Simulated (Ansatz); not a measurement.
# Σ5 (310) boundary in fcc Pt with W (substitutional): structure and resistance

How much does the Σ5 (310) boundary in fcc Pt with W (substitutional) reflect electrons?

Calculated with Ansatz 0.2.0; Ansatz plane-wave DFT, PBE, PAW files; relaxation of a bicrystal slab with its lowest layers held; PAW set soft_1, in the first sound run; inputs show where later runs differ.

## 1. The structure

The cell holds 30 atoms: 29 Pt and 1 W. Cell: a = 6.201 Å, b = 3.922 Å, c = 29.603 Å, α = 90.0°, β = 90.0°, γ = 90.0°. It derives from Pt. built on the (3 1 0) plane; 2 overlapping atoms removed and the grains opened by 0 Å. Vacuum lies along c.

## 2. Relaxing the bicrystal

The boundary is built by mirroring the lower grain in the boundary plane and removing any atoms that overlap; then the W is put in at the boundary. A thin bicrystal slab is relaxed first, with the lowest layers held and the upper grain free to shift and open.

File input.yaml:

```yaml
crystal:
  lattice:
    - [6.2009102638, 0.0, 0.0]
    - [0.0, 3.9218, 0.0]
    - [0.0, 0.0, 29.602730792]
  atoms:
    - { symbol: Pt, position: [0.8999999999, 0.5, 0.1689033365] }
    - { symbol: Pt, position: [0.5999999999, 0.0, 0.1898504251] }
    - { symbol: Pt, position: [0.2999999999, 0.5, 0.2107975138] }
    - { symbol: Pt, position: [0.9999999999, 0.0, 0.2317446025] }
    - { symbol: Pt, position: [0.6999999999, 0.5, 0.2526916911] }
    - { symbol: Pt, position: [0.3999999999, 0.0, 0.2736387798] }
    - { symbol: Pt, position: [0.1, 0.5, 0.2945858684] }
    - { symbol: Pt, position: [0.8, 0.0, 0.3155329571] }
    - { symbol: Pt, position: [0.5, 0.5, 0.3364800457] }
    - { symbol: Pt, position: [0.2, 0.0, 0.3574271344] }
    - { symbol: Pt, position: [0.9, 0.5, 0.3783742231] }
    - { symbol: Pt, position: [0.6, 0.0, 0.3993213117] }
    - { symbol: Pt, position: [0.3, 0.5, 0.4202684004] }
    - { symbol: W, position: [0.0, 0.0, 0.441215489] }
    - { symbol: Pt, position: [0.6, 0.0, 0.4831096664] }
    - { symbol: Pt, position: [0.9, 0.5, 0.504056755] }
    - { symbol: Pt, position: [0.2, 0.0, 0.5250038437] }
    - { symbol: Pt, position: [0.5, 0.5, 0.5459509323] }
    - { symbol: Pt, position: [0.8, 0.0, 0.566898021] }
    - { symbol: Pt, position: [0.1, 0.5, 0.5878451096] }
    - { symbol: Pt, position: [0.3999999999, 0.0, 0.6087921983] }
    - { symbol: Pt, position: [0.6999999999, 0.5, 0.629739287] }
    - { symbol: Pt, position: [0.9999999999, 0.0, 0.6506863756] }
    - { symbol: Pt, position: [0.2999999999, 0.5, 0.6716334643] }
    - { symbol: Pt, position: [0.5999999999, 0.0, 0.6925805529] }
    - { symbol: Pt, position: [0.8999999999, 0.5, 0.7135276416] }
    - { symbol: Pt, position: [0.1999999999, 0.0, 0.7344747302] }
    - { symbol: Pt, position: [0.4999999999, 0.5, 0.7554218189] }
    - { symbol: Pt, position: [0.7999999999, 0.0, 0.7763689076] }
    - { symbol: Pt, position: [0.0999999999, 0.5, 0.7973159962] }
kpoints:
  mp_grid: { grid: [4, 6, 1] }
hamiltonian:
  xc: pbe
  pseudopotentials: { kind: paw, azcp: { folder: soft_1 } }
scf:
  occupations: { method: fermi_dirac, width: 0.1 }
relax:
  f_tol: 0.03
  max_steps: 80
  constraints: [{ sites: [0, 1, 2, 3, 4] }]
```

Command:

```bash
ansatz run input.yaml --threads 4 --pin off --max-ram 15360MiB --backend cpu --events-out ev --progress --plain --runs-dir out
```

Numbers of over 12 decimals in the logs are rounded to 6 here.

Log:

```text
Engine: ansatz 0.2.0, aarch64-unknown-linux-gnu
Pseudopotentials: kind: paw
Pseudopotential: Pt, paw, valence charge 18, recommended cutoff 420 eV (normal), soft_1/Pt.paw.azcp
Pseudopotential: W, paw, valence charge 14, recommended cutoff 420 eV (normal), soft_1/W.paw.azcp
Functional definition: PBE
  parameter kappa = 0.804
  parameter beta = 0.066725
  exchange = pbe_x(kappa = kappa, mu = beta*pi^2/3)
  correlation = pbe_c(beta = beta)
Crystal: 30 atoms, lattice volume = 719.901 Å³
Basis set: ecut = 420 eV, 14131 PW (Γ), exchange–correlation on 90×54×400 points (8 copies of the dense FFT grid, shifted against one another)
Bands: 322, of which v1, the nominal top of the filled ones, is band 268 counted from 1 (267 counted from 0)
Symmetry: 2 space group operations
Space group: Pm (ITA 6), of the structure as read, at distance tolerance 9.0e-5 Å
k-points: 12 of 24 (time reversal used)
Non-local potential: Pt, projectors of the file, l = 0: 3, l = 1: 2, l = 2: 2, l = 3: 1
Non-local potential: W, projectors of the file, l = 0: 3, l = 1: 2, l = 2: 2, l = 3: 1
PAW form: soft (Blöchl's): semilocal exchange-correlation on the pseudo side does not see the compensation charge
PAW one-centre angular grid: Pt, 590 points (default); XC on 64 Gauss nodes
PAW one-centre angular grid: W, 590 points (default); XC on 64 Gauss nodes
Initial density: superposition of atomic densities (neutral atoms: chi_scale 0, normalization atom)
Initial wavefunctions: pseudopotential atomic-orbital guess
Functional: x = pbe(κ = 0.804, μ = 0.219515), c = pbe(β = 0.066725)
SCF iter   1: F=—  HF=-373607.036396 eV  |F-HF|=—  |Δ(HF+E_count)|=         —  Δρ=7.44e-2  dr2=6.77e1  ethr=3.10e-3  ⟨swp⟩=6.0  Hψ=13798  notcnv=0  defer=101
preconditioner: auto → LDOS  [metal: Δε(μ)=0.003 eV  Ē_g=7.328 eV  σ=0.100 eV  W_gap=0.01  n_scr=218 (ndim 8)  ℏωp=23.8 eV  f_vac=0.313  D(μ)=42.81/eV (n_scr^D=404)  β→1.0]
SCF iter   2: F=—  HF=-373604.970515 eV  |F-HF|=—  |Δ(HF+E_count)|=    2.07e0  Δρ=6.14e-2  dr2=3.15e1  ethr=3.10e-3  ⟨swp⟩=3.0  Hψ=9837  notcnv=0  defer=286
SCF iter   3: F=—  HF=-373596.496560 eV  |F-HF|=—  |Δ(HF+E_count)|=    8.47e0  Δρ=1.10e-2  dr2=2.24e0  ethr=3.10e-3  ⟨swp⟩=2.0  Hψ=7362  notcnv=0  defer=312
SCF iter   4: F=—  HF=-373596.238147 eV  |F-HF|=—  |Δ(HF+E_count)|=   2.58e-1  Δρ=2.77e-3  dr2=3.78e-1  ethr=4.19e-4  ⟨swp⟩=2.4  Hψ=6484  notcnv=0  defer=307
SCF iter   5: F=—  HF=-373596.212786 eV  |F-HF|=—  |Δ(HF+E_count)|=   2.54e-2  Δρ=1.49e-3  dr2=3.73e-2  ethr=7.05e-5  ⟨swp⟩=2.0  Hψ=5135  notcnv=0  defer=307
SCF iter   6: F=—  HF=-373596.210169 eV  |F-HF|=—  |Δ(HF+E_count)|=   2.62e-3  Δρ=5.44e-4  dr2=5.70e-3  ethr=6.96e-6  ⟨swp⟩=2.0  Hψ=4998  notcnv=0  defer=307
SCF iter   7: F=—  HF=-373596.209364 eV  |F-HF|=—  |Δ(HF+E_count)|=   8.06e-4  Δρ=2.69e-4  dr2=1.55e-3  ethr=1.06e-6  ⟨swp⟩=1.8  Hψ=5156  notcnv=0  defer=307
SCF iter   8: F=—  HF=-373596.209298 eV  |F-HF|=—  |Δ(HF+E_count)|=   6.62e-5  Δρ=9.72e-5  dr2=1.84e-4  ethr=2.90e-7  ⟨swp⟩=1.6  Hψ=4064  notcnv=0  defer=307
SCF iter   9: F=-373596.209274 eV  HF=-373596.209291 eV  |F-HF|=1.69e-5  |Δ(HF+E_count)|=   6.47e-6  Δρ=3.27e-5  dr2=2.00e-5  ethr=4.20e-9  ⟨swp⟩=3.4  Hψ=14187  notcnv=0
SCF 1 converged in 9 iterations: F = -373596.209274 eV  dr2 = 2.00e-5
  greatest PAW one-centre occupation: 1.000 electrons in one spin orbital (limit 2), on the Pt atom at site 11 (counted from 0), in its partial waves of l = 0
relax step   1: F+E_penalty+E_count = -373596.20927414 eV  Δ(F+E_penalty+E_count) = +0.000e0 eV  max|allowed force component| = 1.717e0 eV/Å  Δτ_max = 0.0000 Å  (9 SCF iters, dr2 threshold 2.25e-5 eV, accepted)
Initial density: handed on by an earlier stage of this run
Initial wavefunctions: those handed on with the density
iter 1 solved again at ethr=3.95e-4 eV; its pass at ethr=3.10e-3 eV (dr2=2.12e0 eV) is discarded
SCF iter   1: F=—  HF=-373597.448394 eV  |F-HF|=—  |Δ(HF+E_count)|=         —  Δρ=1.27e-2  dr2=2.39e0  ethr=3.95e-4  ⟨swp⟩=1.3  Hψ=12565  notcnv=0  defer=306
eigensolver tolerance schedule calibrated: the retry pair's looser diagonalisation under-reported the residual by θ = 0.11 (0.13/decade); ethr = c·dr2/N_el runs at the constant in force after the calibration composes with the one it found (an armed cap, an earlier calibration), c = 6.1e-2
preconditioner: auto → LDOS  [metal: Δε(μ)=0.012 eV  Ē_g=7.438 eV  σ=0.100 eV  W_gap=0.03  n_scr=218 (ndim 8)  ℏωp=23.8 eV  f_vac=0.311  D(μ)=43.66/eV (n_scr^D=408)  β→1.0]
SCF iter   2: F=—  HF=-373597.350833 eV  |F-HF|=—  |Δ(HF+E_count)|=   9.76e-2  Δρ=4.61e-3  dr2=2.45e-1  ethr=2.73e-4  ⟨swp⟩=2.0  Hψ=5913  notcnv=0  defer=306
SCF iter   3: F=—  HF=-373597.309180 eV  |F-HF|=—  |Δ(HF+E_count)|=   4.17e-2  Δρ=2.21e-3  dr2=1.23e-1  ethr=2.80e-5  ⟨swp⟩=2.9  Hψ=8109  notcnv=0  defer=306
SCF iter   4: F=—  HF=-373597.291671 eV  |F-HF|=—  |Δ(HF+E_count)|=   1.75e-2  Δρ=1.05e-3  dr2=2.10e-2  ethr=1.41e-5  ⟨swp⟩=2.1  Hψ=5856  notcnv=0  defer=306
SCF iter   5: F=—  HF=-373597.289502 eV  |F-HF|=—  |Δ(HF+E_count)|=   2.17e-3  Δρ=3.78e-4  dr2=3.18e-3  ethr=2.39e-6  ⟨swp⟩=2.1  Hψ=5479  notcnv=0  defer=306
SCF iter   6: F=—  HF=-373597.289281 eV  |F-HF|=—  |Δ(HF+E_count)|=   2.22e-4  Δρ=1.59e-4  dr2=4.45e-4  ethr=3.63e-7  ⟨swp⟩=2.0  Hψ=5460  notcnv=0  defer=306
SCF iter   7: F=-373597.289161 eV  HF=-373597.289243 eV  |F-HF|=8.22e-5  |Δ(HF+E_count)|=   3.74e-5  Δρ=5.86e-5  dr2=8.93e-5  ethr=1.14e-8  ⟨swp⟩=3.0  Hψ=14323  notcnv=0
SCF 2 converged in 7 iterations: F = -373597.289161 eV  dr2 = 8.93e-5
relax step   2: F+E_penalty+E_count = -373597.28916112 eV  Δ(F+E_penalty+E_count) = -1.080e0 eV  max|allowed force component| = 8.482e-1 eV/Å  Δτ_max = 0.1933 Å  (7 SCF iters, dr2 threshold 1.00e-4 eV, accepted)
SCF iter   1: F=—  HF=-373597.535502 eV  |F-HF|=—  |Δ(HF+E_count)|=         —  Δρ=5.68e-3  dr2=3.34e-1  ethr=1.47e-3  ⟨swp⟩=4.4  Hψ=7824  notcnv=0  defer=305
preconditioner: auto → LDOS  [metal: Δε(μ)=0.001 eV  Ē_g=7.423 eV  σ=0.100 eV  W_gap=0.00  n_scr=218 (ndim 8)  ℏωp=23.8 eV  f_vac=0.310  D(μ)=42.94/eV (n_scr^D=404)  β→1.0]
SCF iter   2: F=—  HF=-373597.523710 eV  |F-HF|=—  |Δ(HF+E_count)|=   1.18e-2  Δρ=2.37e-3  dr2=9.83e-2  ethr=6.22e-5  ⟨swp⟩=2.2  Hψ=6702  notcnv=0  defer=305
SCF iter   3: F=—  HF=-373597.504660 eV  |F-HF|=—  |Δ(HF+E_count)|=   1.91e-2  Δρ=9.34e-4  dr2=1.43e-2  ethr=1.83e-5  ⟨swp⟩=2.4  Hψ=5870  notcnv=0  defer=305
SCF iter   4: F=—  HF=-373597.501360 eV  |F-HF|=—  |Δ(HF+E_count)|=   3.30e-3  Δρ=2.52e-4  dr2=1.10e-3  ethr=2.67e-6  ⟨swp⟩=3.1  Hψ=7007  notcnv=0  defer=305
SCF iter   5: F=—  HF=-373597.501241 eV  |F-HF|=—  |Δ(HF+E_count)|=   1.19e-4  Δρ=1.16e-4  dr2=2.64e-4  ethr=2.04e-7  ⟨swp⟩=2.0  Hψ=5612  notcnv=0  defer=305
SCF iter   6: F=—  HF=-373597.501235 eV  |F-HF|=—  |Δ(HF+E_count)|=   5.28e-6  Δρ=5.60e-5  dr2=7.10e-5  ethr=4.92e-8  ⟨swp⟩=2.0  Hψ=5395  notcnv=0  defer=305
SCF iter   7: F=-373597.501221 eV  HF=-373597.501229 eV  |F-HF|=7.83e-6  |Δ(HF+E_count)|=   6.25e-6  Δρ=2.15e-5  dr2=8.75e-6  ethr=8.39e-9  ⟨swp⟩=4.0  Hψ=10728  notcnv=0
SCF 3 converged in 7 iterations: F = -373597.501221 eV  dr2 = 8.75e-6
relax step   3: F+E_penalty+E_count = -373597.50122114 eV  Δ(F+E_penalty+E_count) = -2.121e-1 eV  max|allowed force component| = 4.714e-1 eV/Å  Δτ_max = 0.1960 Å  (7 SCF iters, dr2 threshold 4.50e-5 eV, accepted)
[...]
relax step   4: F+E_penalty+E_count = -373597.58530015 eV  Δ(F+E_penalty+E_count) = -8.408e-2 eV  max|allowed force component| = 1.569e-1 eV/Å  Δτ_max = 0.2000 Å  (7 SCF iters, dr2 threshold 5.42e-5 eV, accepted)
[...]
relax step   5: F+E_penalty+E_count = -373597.60201951 eV  Δ(F+E_penalty+E_count) = -1.672e-2 eV  max|allowed force component| = 3.818e-2 eV/Å  Δτ_max = 0.1044 Å  (8 SCF iters, dr2 threshold 2.73e-6 eV, accepted)
SCF iter   1: F=—  HF=-373597.604949 eV  |F-HF|=—  |Δ(HF+E_count)|=         —  Δρ=1.04e-3  dr2=9.28e-3  ethr=9.46e-6  ⟨swp⟩=2.2  Hψ=6744  notcnv=0  defer=305
preconditioner: auto → LDOS  [metal: Δε(μ)=0.000 eV  Ē_g=7.369 eV  σ=0.100 eV  W_gap=0.00  n_scr=218 (ndim 8)  ℏωp=23.8 eV  f_vac=0.305  D(μ)=42.72/eV (n_scr^D=404)  β→1.0]
SCF iter   2: F=—  HF=-373597.604450 eV  |F-HF|=—  |Δ(HF+E_count)|=   4.99e-4  Δρ=3.61e-4  dr2=2.35e-3  ethr=1.73e-6  ⟨swp⟩=2.0  Hψ=6632  notcnv=0  defer=305
SCF iter   3: F=—  HF=-373597.604034 eV  |F-HF|=—  |Δ(HF+E_count)|=   4.15e-4  Δρ=1.18e-4  dr2=2.54e-4  ethr=4.38e-7  ⟨swp⟩=2.8  Hψ=6568  notcnv=0  defer=305
SCF iter   4: F=—  HF=-373597.603976 eV  |F-HF|=—  |Δ(HF+E_count)|=   5.85e-5  Δρ=2.92e-5  dr2=1.07e-5  ethr=4.75e-8  ⟨swp⟩=3.0  Hψ=7908  notcnv=0  defer=305
SCF iter   5: F=—  HF=-373597.603549 eV  |F-HF|=—  |Δ(HF+E_count)|=   4.27e-4  Δρ=1.09e-5  dr2=2.18e-6  ethr=2.00e-9  ⟨swp⟩=2.0  Hψ=6513  notcnv=0  defer=305
SCF iter   6: F=—  HF=-373597.603549 eV  |F-HF|=—  |Δ(HF+E_count)|=   1.15e-7  Δρ=5.37e-6  dr2=5.28e-7  ethr=4.07e-10  ⟨swp⟩=2.0  Hψ=5363  notcnv=0  defer=305
SCF iter   7: F=—  HF=-373597.603549 eV  |F-HF|=—  |Δ(HF+E_count)|=   4.37e-8  Δρ=2.35e-6  dr2=1.06e-7  ethr=9.84e-11  ⟨swp⟩=2.1  Hψ=5124  notcnv=0  defer=305
SCF iter   8: F=-373597.603549 eV  HF=-373597.603549 eV  |F-HF|=5.94e-9  |Δ(HF+E_count)|=   7.22e-9  Δρ=7.21e-7  dr2=8.04e-9  ethr=1.87e-11  ⟨swp⟩=4.0  Hψ=10607  notcnv=0
SCF 6 converged in 8 iterations: F = -373597.603549 eV  dr2 = 8.04e-9
relax step   6: F+E_penalty+E_count = -373597.60354865 eV  Δ(F+E_penalty+E_count) = -1.529e-3 eV  max|allowed force component| = 1.536e-2 eV/Å  Δτ_max = 0.0164 Å  (8 SCF iters, accepted)
SCF converged after 8 iterations
Free energy (F): -373597.603549 eV
Harris-Foulkes:  -373597.603549 eV  (|F-HF|=5.94e-9)
Internal energy: -373596.220089 eV  (E = F + TS)
E sigma→0 (E₀):  -373596.911819 eV
Entropy (-TS):   -1.383460 eV (-46.115 meV/atom)
Fermi energy:    12.651153 eV
--- Per-component energies (eV) ---
  E_band       = -9407.737142
  E_kinetic    = 17704.602402
  E_local      = -622928.110753  (includes V_loc(G=0)·N_el)
  E_nonlocal   = 5885.768650
  E_hartree    = 303688.651292
  E_xc         = -6987.604802
  E_vxc        = -8076.810999  (∫ρ·V_xc dr)
  E_paw        = -283608.644252  (= ΣΔE_a)
  E_vpaw       = -9370.531119  (= ΣTr[D̂ρ^β])
  E_aug_tail   = 0.032635  (compensation charges beyond the density's cutoff)
  E_ewald      = 212649.084739
  E_smearing   = -1.383460  (= −TS)
  E_closure    = 0.000000  (closes the sum)
  Σ components = -373597.603549   (vs F -373597.603549, Δ=0.00e0)
--- Forces (eV/Å), atoms counted from 1 ---
  atom   1  Pt    -0.31143369     0.00000000     0.93565350
  atom   2  Pt     0.05784038     0.00000000     0.07356971
  atom   3  Pt     0.36437119     0.00000000    -0.32492528
  atom   4  Pt     0.42776791     0.00000000    -0.67723902
  atom   5  Pt    -0.53577271     0.00000000     0.01854823
  atom   6  Pt     0.00100706     0.00000000     0.00326291
  atom   7  Pt     0.00177235     0.00000000     0.00230000
  atom   8  Pt    -0.00105060     0.00000000     0.00082988
  atom   9  Pt     0.00257757     0.00000000     0.00171583
  atom  10  Pt    -0.00252118     0.00000000    -0.01351477
  atom  11  Pt    -0.00218317     0.00000000    -0.00321858
  atom  12  Pt    -0.01479044     0.00000000    -0.00666585
  atom  13  Pt    -0.00238236     0.00000000    -0.00059724
  atom  14  W     -0.00929910     0.00000000    -0.00005769
  atom  15  Pt     0.01535558     0.00000000    -0.00320630
  atom  16  Pt     0.00850655     0.00000000    -0.01332084
  atom  17  Pt     0.00489443     0.00000000    -0.00910862
  atom  18  Pt    -0.00414296     0.00000000    -0.00115378
  atom  19  Pt     0.00188072     0.00000000     0.00705335
  atom  20  Pt     0.00540977     0.00000000     0.00460942
  atom  21  Pt    -0.00092092     0.00000000     0.00941801
  atom  22  Pt    -0.00023354     0.00000000     0.00558970
  atom  23  Pt    -0.00396151     0.00000000    -0.00336139
  atom  24  Pt     0.00329905     0.00000000    -0.00182864
  atom  25  Pt    -0.00539354     0.00000000    -0.00353051
  atom  26  Pt     0.00019062     0.00000000     0.00169420
  atom  27  Pt     0.00149820     0.00000000    -0.00461565
  atom  28  Pt     0.00099319     0.00000000    -0.00054157
  atom  29  Pt    -0.00525634     0.00000000     0.00609543
  atom  30  Pt     0.00196466     0.00000000    -0.00344295
  max |Σ_I F_I| component: 1.28e-5 eV/Å
--- Relaxed structure (6 steps of the walk, 6 accepted, 0 SCFs on fresh bases) ---
  F+E_penalty+E_count = -373597.60354865 eV   max|allowed force component| = 1.536e-2 eV/Å
  atoms:
    - { symbol: Pt, position: [0.900000, 0.5, 0.168903] }
    - { symbol: Pt, position: [0.5999999999, 0.0, 0.189850] }
    - { symbol: Pt, position: [0.2999999999, 0.5, 0.210798] }
    - { symbol: Pt, position: [1.000000, 0.0, 0.231745] }
    - { symbol: Pt, position: [0.700000, 0.5, 0.252692] }
    - { symbol: Pt, position: [0.389659, 0.0, 0.275760] }
    - { symbol: Pt, position: [0.090092, 0.5, 0.297880] }
    - { symbol: Pt, position: [0.793207, 0.0, 0.316727] }
    - { symbol: Pt, position: [0.487299, 0.5, 0.339293] }
    - { symbol: Pt, position: [0.190967, 0.0, 0.367087] }
    - { symbol: Pt, position: [0.897151, 0.5, 0.386970] }
    - { symbol: Pt, position: [0.601411, 0.0, 0.400052] }
    - { symbol: Pt, position: [0.282308, 0.5, 0.443478] }
    - { symbol: W, position: [-0.015235, 0.0, 0.444088] }
    - { symbol: Pt, position: [0.599693, 0.0, 0.487751] }
    - { symbol: Pt, position: [0.896258, 0.5, 0.501428] }
    - { symbol: Pt, position: [0.188984, 0.0, 0.521282] }
    - { symbol: Pt, position: [0.485061, 0.5, 0.548335] }
    - { symbol: Pt, position: [0.791831, 0.0, 0.571344] }
    - { symbol: Pt, position: [0.090054, 0.5, 0.590384] }
    - { symbol: Pt, position: [0.388331, 0.0, 0.612191] }
    - { symbol: Pt, position: [0.691078, 0.5, 0.634928] }
    - { symbol: Pt, position: [0.995982, 0.0, 0.656362] }
    - { symbol: Pt, position: [0.293409, 0.5, 0.678646] }
    - { symbol: Pt, position: [0.590365, 0.0, 0.699198] }
    - { symbol: Pt, position: [0.892590, 0.5, 0.718754] }
    - { symbol: Pt, position: [0.214670, 0.0, 0.745270] }
    - { symbol: Pt, position: [0.510004, 0.5, 0.767708] }
    - { symbol: Pt, position: [0.803600, 0.0, 0.782521] }
    - { symbol: Pt, position: [0.090971, 0.5, 0.800562] }
```

The job ended after 11 min (4 threads of Arm Neoverse V1, shared host; peak memory 4.8 GiB).

The steps of the relaxation:

```tsv
step	energy less that of the first step (eV)	largest force component (eV/Å)
1	0.0000	1.7170
2	-1.0799	0.8482
3	-1.2919	0.4714
4	-1.3760	0.1569
5	-1.3927	0.0382
6	-1.3943	0.0154
```

Forces are held to the 2 operations that the run works with; a distortion that breaks them can't arise in this run.

The atoms that moved most (Å):

```tsv
atom	dx	dy	dz	length
Pt13	-0.110	0.000	0.687	0.696
Pt28	0.062	0.000	0.364	0.369
Pt27	0.091	0.000	0.320	0.332
Pt10	-0.056	0.000	0.286	0.291
Pt11	-0.018	0.000	0.254	0.255
Pt24	-0.041	0.000	0.208	0.212
Pt25	-0.060	0.000	0.196	0.205
Pt29	0.022	0.000	0.182	0.183
```

This step gave:

| Quantity | Value |
| --- | --- |
| free energy | -373597.6035 eV |
| energy at zero smearing | -373596.9118 eV |
| Fermi energy | 12.65 eV |

The largest force component on a free atom ends at 0.015 eV/Å, under the tolerance of 0.03, after 6 steps.

(Part 1 of 2 ends here.)

[Logs are printed without paths, hosts, clocks, repeated set-up lines and the standing remarks that a program may print on its own settings, such as how far it seeks lower states.]

[Hosts, paths, dates, database ids (printed as entryN), source tags and the programs' standing remarks are cut or masked in the printed files.]
